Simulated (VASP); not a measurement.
# Ta2N (P-3m1) in VASP: further runs, part 3 of 3

VASP 6.6.1. The steps go on from the part before.

## (5) Density of states, PBE

POSCAR reads:

```
Ta2N
1.0
    3.1128615060      0.0000000000      0.0000000000
   -1.5564307530      2.6958171426      0.0000000000
    0.0000000000      0.0000000000      4.8698410000
Ta N
2 1
Direct
    0.3333333333      0.6666666667      0.2547110000
    0.6666666667      0.3333333333      0.7452890000
    0.0000000000      0.0000000000      0.0000000000
```

INCAR.step1 reads:

```
SYSTEM = Ta2N
PREC = Accurate
ENCUT = 520
EDIFF = 1E-6
ISMEAR = 0
SIGMA = 0.02
LREAL = .False.
LASPH = .True.
NELM = 80
ALGO = Normal
ISIF = 2
LWAVE = .False.
LCHARG = .True.
LMAXMIX = 4
GGA = PE
```

KPOINTS.step1 reads:

```
Automatic mesh
0
Gamma
  10 10 6
  0 0 0
```

INCAR.step2 reads:

```
SYSTEM = Ta2N
PREC = Accurate
ENCUT = 520
EDIFF = 1E-6
ISMEAR = -5
SIGMA = 0.02
LREAL = .False.
LASPH = .True.
NELM = 80
ALGO = Normal
ISIF = 2
LWAVE = .False.
LCHARG = .False.
LMAXMIX = 4
GGA = PE
LORBIT = 11
NEDOS = 1001
ICHARG = 11
```

KPOINTS.step2 reads:

```
Automatic mesh
0
Gamma
  15 15 9
  0 0 0
```

Potentials or basis: VASP PAW PBE potentials, release 64 (Ta_pv, N).

Launch:

```bash
$ cat potpaw_PBE.64/Ta_pv/POTCAR potpaw_PBE.64/N/POTCAR > POTCAR
$ cp INCAR.step1 INCAR
$ cp KPOINTS.step1 KPOINTS
$ mpirun -np 1 vasp_std > vasp.out
$ cp INCAR.step2 INCAR
$ cp KPOINTS.step2 KPOINTS
$ mpirun -np 1 vasp_std > vasp.out
```

OUTCAR:

```text
SYSTEM = Ta2N
   PREC = Accurate
   ENCUT = 520
   EDIFF = 1E-6
   ISMEAR = -5
   LREAL = .False.
   LASPH = .True.
   NELM = 80
   ISIF = 2
   GGA = PE
   LORBIT = 11
   ICHARG = 11

 ion  position               nearest neighbor table
   1  0.333  0.667  0.255-   3 2.18   3 2.18   3 2.18   2 2.99   2 2.99   2 2.99   2 3.06   2 3.06
                             2 3.06
   2  0.667  0.333  0.745-   3 2.18   3 2.18   3 2.18   1 2.99   1 2.99   1 2.99   1 3.06   1 3.06
                             1 3.06
   3  0.000  0.000  0.000-   1 2.18   2 2.18   1 2.18   2 2.18   2 2.18   1 2.18

  LATTYP: Found a hexagonal cell.
 ALAT       =     3.1128615060
 C/A-ratio  =     1.5644258476

  Lattice vectors:

 A1 = (   3.1128615060,   0.0000000000,   0.0000000000)
 A2 = (  -1.5564307530,   2.6958171426,   0.0000000000)
 A3 = (   0.0000000000,   0.0000000000,   4.8698410000)

Analysis of symmetry for initial positions (statically):
=====================================================================
 Subroutine PRICEL returns:
 Original cell was already a primitive cell.

 Routine SETGRP: Setting up the symmetry group for a
 hexagonal supercell.

 Subroutine GETGRP returns: Found 12 space group operations
 (whereof 12 operations were pure point group operations)
 out of a pool of 24 trial point group operations.

The static configuration has the point symmetry D_3d.

Analysis of symmetry for dynamics (positions and initial velocities):
=====================================================================
 Subroutine PRICEL returns:
 Original cell was already a primitive cell.

 Routine SETGRP: Setting up the symmetry group for a
 hexagonal supercell.

 Subroutine GETGRP returns: Found 12 space group operations
 (whereof 12 operations were pure point group operations)
 out of a pool of 24 trial point group operations.

The dynamic configuration has the point symmetry D_3d.

 Subroutine INISYM returns: Found 12 space group operations
 (whereof 12 operations are pure point group operations),
 and found     1 'primitive' translations

[... 126 lines left out ...]
   IVDW    =     0    specifies the selected vdW correction
   LEPSILON=     F    determine dielectric tensor
   LRPA    =     F    only Hartree local field effects (RPA)
 non-spin polarized calculation
 Fermi weights with tetrahedron method with Bloechl corrections
  energy-cutoff  :      520.00
  volume of cell :       40.87
 maximum number of plane-waves:      1115

 number of electron      26.9999996 magnetization

 Free energy of the ion-electron system (eV)
  ---------------------------------------------------
  ext. energy  EPLUGINS =         0.00000000
  ---------------------------------------------------
  free energy    TOTEN  =       -34.38380738 eV

  energy without entropy =      -34.38380738  energy(sigma->0) =      -34.38380738

 E-fermi :   7.4632     XC(G=0): -12.8464

 val. band max:        7.5478021315   @ k =   0.0000   0.2667   0.4444
 cond. band min:       7.4499492568   @ k =  -0.2000   0.4667   0.2222
 fundamental gap:     -0.0978528747
 Fermi energy:         7.4631635321

 k-point     1 :       0.0000    0.0000    0.0000
  band No.  band energies     occupation
      1     -28.2228      2.00000
      2     -27.5127      2.00000
      3     -27.5127      2.00000
      4     -27.3875      2.00000
      5     -27.3875      2.00000
      6     -27.2692      2.00000
[... 457 lines left out ...]
      4     -27.7367      2.00000
      5     -27.5959      2.00000
      6     -27.5491      2.00000
[... 9 lines left out ...]
     16      10.2376      0.00000
     17      11.0691      0.00000

 [... further k-points ...]

------------------------ aborting loop because EDIFF is reached ----------------------------------------

  FORCE on cell =-STRESS in cart. coord.  units (eV):
  Direction    XX          YY          ZZ          XY          YZ          ZX
  --------------------------------------------------------------------------------------
  -------------------------------------------------------------------------------------
  Total       -0.3168828     -0.3168828     -0.1023324      0.0000000     -0.0000000      0.0000000
  in kB      -12.4235092    -12.4235092     -4.0119782      0.0000000     -0.0000000      0.0000000
  external PRESSURE =      -9.6196655 kB  Pullay stress =       0.0000000 kB

 VOLUME and BASIS-vectors are now :
 -----------------------------------------------------------------------------
  energy-cutoff  :      520.00
  volume of cell :       40.87
      direct lattice vectors                 reciprocal lattice vectors
     3.112861506  0.000000000  0.000000000     0.321247829  0.185472520  0.000000000
    -1.556430753  2.695817143  0.000000000     0.000000000  0.370945041  0.000000000
     0.000000000  0.000000000  4.869841000     0.000000000  0.000000000  0.205345513

 POSITION                                       TOTAL-FORCE (eV/Angst)
 -----------------------------------------------------------------------------------
     -0.00000      1.79721      1.24040         0.000000      0.000000     -0.020668
      1.55643      0.89861      3.62944        -0.000000      0.000000      0.020668
      0.00000      0.00000      0.00000         0.000000      0.000000     -0.000000
 -----------------------------------------------------------------------------------
    total drift:                               -0.000000      0.000000      0.000000

  FREE ENERGIE OF THE ION-ELECTRON SYSTEM (eV)
  ---------------------------------------------------
  free  energy   TOTEN  =       -34.3838073760 eV

  energy  without entropy=      -34.3838073760  energy(sigma->0) =      -34.38380738

 total charge

# of ion       s       p       d       tot
------------------------------------------
    1        0.312   6.219   2.345   8.876
    2        0.312   6.219   2.345   8.876
    3        1.243   2.504   0.000   3.747
--------------------------------------------------
tot          1.867  14.942   4.690  21.499
```

OSZICAR.step1:

```text
N       E                     dE             d eps       ncg     rms          rms(c)
DAV:   1     0.208259463340E+03    0.20826E+03   -0.15469E+04  2456   0.163E+03
DAV:   2    -0.289897384357E+02   -0.23725E+03   -0.23481E+03  2888   0.437E+02
DAV:   3    -0.375553369909E+02   -0.85656E+01   -0.84192E+01  3254   0.724E+01
DAV:   4    -0.376620902337E+02   -0.10675E+00   -0.10299E+00  3183   0.747E+00
DAV:   5    -0.376640823977E+02   -0.19922E-02   -0.19863E-02  3357   0.659E-01    0.266E+01
DAV:   6    -0.347560078195E+02    0.29081E+01   -0.21723E+01  2987   0.296E+01    0.127E+01
DAV:   7    -0.344347385324E+02    0.32127E+00   -0.22688E+00  2833   0.967E+00    0.676E+00
DAV:   8    -0.343808871432E+02    0.53851E-01   -0.28449E-01  3000   0.470E+00    0.511E-01
DAV:   9    -0.343766378416E+02    0.42493E-02   -0.44094E-02  3134   0.130E+00    0.251E-01
DAV:  10    -0.343763266996E+02    0.31114E-03   -0.97033E-03  3201   0.723E-01    0.996E-02
DAV:  11    -0.343760898098E+02    0.23689E-03   -0.20483E-03  2793   0.258E-01    0.265E-02
DAV:  12    -0.343760894292E+02    0.38061E-06   -0.11248E-04  3173   0.793E-02    0.500E-03
DAV:  13    -0.343760888267E+02    0.60248E-06   -0.38250E-06  3162   0.158E-02
   1 F= -.34376089E+02 E0= -.34375789E+02  d E =-.600054E-03
```

It took 67 s on 1 thread of Intel Xeon Platinum 8488C (Sapphire Rapids), shared host; peak memory 0.25 GiB.

What came out:

```yaml
Valence_electrons_inside_the_program's_atomic_spheres: Ta 8.88; N 3.75
```

Levels at points of the mesh, in eV from the Fermi level:
```csv
k point,band 10,band 11,band 12,band 13,band 14,band 15,band 16,band 17
"(0.00, 0.00, 0.00)",-6.03,-4.96,-0.65,-0.23,-0.23,0.28,0.28,0.34
```

States per cell in windows of 1 eV (zero at the Fermi level; states under -8 eV left out):
```tsv
from (eV)	total	Ta1_d	Ta2_d	N3_p	Ta1_p	Ta2_p	Ta1_s
-8.0	1.57	0.13	0.13	0.52	0.03	0.03	0.07
-7.0	3.41	0.39	0.39	1.41	0.07	0.07	0.03
-6.0	0.01	0.00	0.00	0.01	0.00	0.00	0.00
-5.0	0.23	0.05	0.05	0.01	0.00	0.00	0.01
-4.0	1.64	0.32	0.32	0.07	0.05	0.05	0.05
-3.0	2.49	0.56	0.56	0.09	0.09	0.09	0.03
-2.0	1.60	0.42	0.42	0.07	0.04	0.04	0.02
-1.0	1.04	0.35	0.35	0.05	0.01	0.01	0.00
0.0	1.68	0.55	0.55	0.11	0.01	0.01	0.01
1.0	2.45	0.82	0.82	0.19	0.02	0.02	0.01
2.0	1.66	0.60	0.60	0.11	0.01	0.01	0.01
3.0	1.23	0.47	0.47	0.06	0.01	0.01	0.01
4.0	0.00	0.00	0.00	0.00	0.00	0.00	0.00
5.0	0.00	0.00	0.00	0.00	0.00	0.00	0.00
```

Caveat: tetrahedron occupations give inexact forces and stress in metals. The run has no spin-orbit coupling, so splittings on Ta are missing.

## (6) The reference run

An earlier run on the cell as given: functional PBE; potentials or basis VASP PAW PBE potentials, release 64 (Ta_pv, N); cutoff 520 eV; k mesh 10 × 10 × 6; occupations fermi-dirac, width 0.05 eV; no spin polarisation.

* Pressure: -0.8 GPa
* Largest force: 0.027 eV/Å
* Band gap on the k mesh: none (metal or under the smearing width)

## (7) Overview

```csv
task,level,spin,k mesh,smearing,k mesh for the DOS,occupations for the DOS,gap on the mesh (eV),pressure (GPa),largest force (eV/Å)
band structure,r2SCAN,off,7 × 7 × 5,fermi-dirac 0.05 eV,-,-,-,-4.1,0.23
band structure,r2SCAN,"SOC, no magnetisation",7 × 7 × 5,fermi-dirac 0.05 eV,-,-,-,-3.8,0.21
optical spectrum,PBE,off,10 × 10 × 6,gaussian 0.02 eV,-,-,none,-0.9,0.06
density of states,PBE,off,10 × 10 × 6,gaussian 0.02 eV,15 × 15 × 9,tetrahedron,-,-,-
single point,PBE,off,10 × 10 × 6,fermi-dirac 0.05 eV,-,-,none,-0.8,0.03
```

Alike in all rows: potentials or basis VASP PAW PBE potentials, release 64 (Ta_pv, N); cell as given; cutoff (eV) 520.

The pressure there spans -4.1 GPa (r2SCAN) to -0.8 GPa (PBE); a positive pressure means that this level wants a larger cell, a negative one a smaller.

Caveats: the PAW data sets were made with another functional, which shifts forces and pressure a little (some runs); spin-orbit coupling is left out, which moves the levels of the heavy elements (some runs); spectra need much finer meshes, so this one isn't converged (some runs); independent-particle spectra lack excitons (some runs); the intraband (Drude) part of a metal's response may be missing (some runs); tetrahedron occupations give inexact forces and stress in metals (some runs).

Absolute energies hang on the potentials; compare differences alone.
